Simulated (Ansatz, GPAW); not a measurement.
**One calculation of PbS, 3 ways**

```
Pb S
1.0
     0.00000    2.96575    2.96575
     2.96575    0.00000    2.96575
     2.96575    2.96575    0.00000
Pb S
1 1
Direct
  0.00000 0.00000 0.00000
  0.50000 0.50000 0.50000
```

Alike in all runs: task band structure; functional BLYP; k mesh 8 × 8 × 8; occupations fermi-dirac, width 0.05 eV; no spin polarisation; no spin-orbit coupling. Pressure is positive in compression and, in plane waves, holds the error of the finite cutoff, which Ansatz's Pulay term estimates and takes out. Gaps are the smaller of the mesh's and the band path's.

```json
{"program and potentials": "Ansatz, Ansatz PAW", "plane-wave cutoff (eV)": "420", "notes": "potentials made for PBE, which Ansatz adapts in part", "band gap (eV)": "0.50", "pressure (GPa)": "5.89"}
{"program and potentials": "GPAW, PAW data sets generated for this functional", "plane-wave cutoff (eV)": "600", "notes": "-", "band gap (eV)": "0.46", "pressure (GPa)": "5.68"}
{"program and potentials": "Ansatz, all-electron LAPW, scalar-relativistic", "plane-wave cutoff (eV)": "-", "notes": "-", "band gap (eV)": "0.50", "pressure (GPa)": "5.90"}
```

The band gap spans 0.46 (GPAW, PAW data sets generated for this functional) to 0.50 eV (Ansatz, Ansatz PAW), with all-electron results at 0.50. The pressure spans 5.68 (GPAW, PAW data sets generated for this functional) to 5.90 GPa (Ansatz, all-electron LAPW, scalar-relativistic), with all-electron results at 5.90. Some sets were made for another functional than the one run, which can shift their rows. Spin-orbit coupling, left out here, moves the band edges of heavy atoms.

Differences between rows come from potentials, basis sets and numerical settings, since the functional is the same but for its coding. Runs on potential files found faulty are left out.
